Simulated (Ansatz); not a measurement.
The system is Y.

```xyz
2
Lattice="3.6474 0.0000 0.0000 -1.8237 3.1587 0.0000 0.0000 0.0000 5.7306" Properties=species:S:1:pos:R:3 pbc="T T T"
Y     1.8237    1.0529    4.2980
Y     0.0000    2.1058    1.4326
```

Base run:

- Program: Ansatz 0.2.0
- Functional: PBE
- Potentials or basis: Ansatz PAW
- Cutoff: 420 eV
- Density cutoff: 1680 eV
- k mesh: 8 × 8 × 5
- Occupations: fermi-dirac, width 0.05 eV
- Spin: no spin polarisation

Its results: band gap on the k mesh none (metal or under the smearing width); pressure -0.1 GPa.

The run is repeated on the same cell with these changes: functional from PBE to BLYP. What comes out?

Band gap on the k mesh none (metal or under the smearing width); pressure 0.9 GPa.

BLYP binds less tightly than PBE, so the same cell stands under more pressure.

Caveats: the potentials were made for another functional, which shifts forces and pressure (some runs); the PAW data sets come from PBE, with cores solved anew for the run's functional, which leaves a small shift of forces and pressure (some runs).

Not every run made on this cell is shown here.
